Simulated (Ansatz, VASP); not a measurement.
ZnSe (Stilleite) in VASP and in Ansatz

File POSCAR:

```
ZnSe
1.0
    0.0000000000      2.8338000000      2.8338000000
    2.8338000000      0.0000000000      2.8338000000
    2.8338000000      2.8338000000      0.0000000000
Se Zn
1 1
Direct
    0.7500000000      0.7500000000      0.7500000000
    0.0000000000      0.0000000000      0.0000000000
```

INCAR.step1

```
SYSTEM = ZnSe
PREC = Accurate
ENCUT = 520
ISMEAR = -1
SIGMA = 0.05
LREAL = .False.
LASPH = .True.
NELM = 60
NBANDS = 16
GGA = PE
ALGO = Normal
EDIFF = 1E-4
LWAVE = .True.
LCHARG = .False.
```

File INCAR.step2:

```
SYSTEM = ZnSe
PREC = Accurate
ENCUT = 520
EDIFF = 1E-7
ISMEAR = -1
SIGMA = 0.05
LREAL = .False.
LASPH = .True.
NELM = 60
ALGO = Normal
ISIF = 2
LWAVE = .False.
LCHARG = .False.
METAGGA = R2SCAN
LMIXTAU = .True.
IVDW = 13
VDW_S6 = 1.0
VDW_S8 = 0.6018749
VDW_A1 = 0.51559235
VDW_A2 = 5.77342911
NBANDS = 16
ISTART = 1
```

Contents of KPOINTS:

```
regular mesh
0
Gamma
  8 8 8
  0 0 0
```

File input.yaml:

```yaml
crystal:
  lattice:
    - [0.0, 2.8338, 2.8338]
    - [2.8338, 0.0, 2.8338]
    - [2.8338, 2.8338, 0.0]
  atoms:
    - { symbol: Se, position: [0.75, 0.75, 0.75] }
    - { symbol: Zn, position: [0.0, 0.0, 0.0] }
hamiltonian:
  xc: r2scan
  pseudopotentials: { kind: paw }
  dispersion: d4
kpoints:
  mp_grid: { grid: [8, 8, 8] }
scf:
  occupations: { method: fermi_dirac, width: 0.05 }
output:
  forces: true
  stress: true
  eigenvalues: true
  write_density: true
  write_potential: true
  elf: true
  volumetric_format: npy
```

Alike in both runs: task single point; functional r2SCAN; dispersion D4; k mesh 8 × 8 × 8; occupations fermi-dirac, width 0.05 eV; no spin polarisation.

|  | VASP | Ansatz |
| --- | --- | --- |
| version | VASP 6.6.1 | Ansatz 0.2.0 |
| potentials or method | VASP PAW PBE potentials, release 64 (Se, Zn) | Ansatz PAW |
| plane-wave cutoff (eV) | 520 | 500 |
| valence electrons in the cell | 18 | 28 |

|  | VASP | Ansatz | Ansatz less VASP |
| --- | --- | --- | --- |
| gap on the k mesh at the Fermi level (eV) | 1.87 | 1.86 | -0.004 |
| least direct gap on the mesh (eV) | 1.87 | 1.86 | -0.004 |
| pressure (GPa) | -0.7 | -0.8 | -0.10 |
| dispersion energy (meV/atom) | -114.7 | -114.8 | -0.15 |

The two sets of potentials don't hold the same shells in valence.

Caveats: the PAW data sets were made with another functional, which shifts forces and pressure a little (VASP); the PAW data sets come from PBE, with cores solved anew for the run's functional, which leaves a small shift of forces and pressure (Ansatz). r2SCAN opens gaps a little over a GGA but as a rule still falls short of measured ones.
